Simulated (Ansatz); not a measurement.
# In (In, body-centred tetragonal): the cost of one run

Method: DFT PBE, plane waves (420 eV) with PAW, scalar-relativistic, in Ansatz 0.2.0.

**1. The starting structure**

The structure is tetragonal, space group I4/mmm (No. 139). Conventional cell: a = 3.251 Å, b = 3.251 Å, c = 4.947 Å, α = 90.00°, β = 90.00°, γ = 90.00°. Around In (site symmetry 4/mmm) lie 12 In at 3.25 to 3.38 Å.

Structure file:

```
In
1.0
    -1.62547    1.62547    2.47370
     1.62547   -1.62547    2.47370
     1.62547    1.62547   -2.47370
In
1
Direct
  0.00000 0.00000 0.00000
```

**2. Geometry optimisation**

input.yaml reads:

```yaml
crystal:
  lattice:
    - [-1.62547, 1.62547, 2.4737]
    - [1.62547, -1.62547, 2.4737]
    - [1.62547, 1.62547, -2.4737]
  atoms:
    - { symbol: In, position: [0.0, 0.0, 0.0] }
hamiltonian:
  xc: pbe
  pseudopotentials:
    kind: paw
    azcp:
      In: "pseudopotentials/In.paw.azcp"
basis:
  ecutwfc: 420
  fft_grid_basis: typed
kpoints:
  mp_grid: { grid: [12, 12, 14], shift: [0, 0, 0] }
magnetization:
  spin_polarized: false
scf:
  occupations: { method: fermi_dirac, width: 0.1 }
relax:
  max_steps: 60
  f_tol: 0.01
  cell: {}
```

Q: Estimate wall time and peak memory on 1 thread of an x86-64 CPU, shared host.

About 70 s, with a peak of 0.67 GiB.
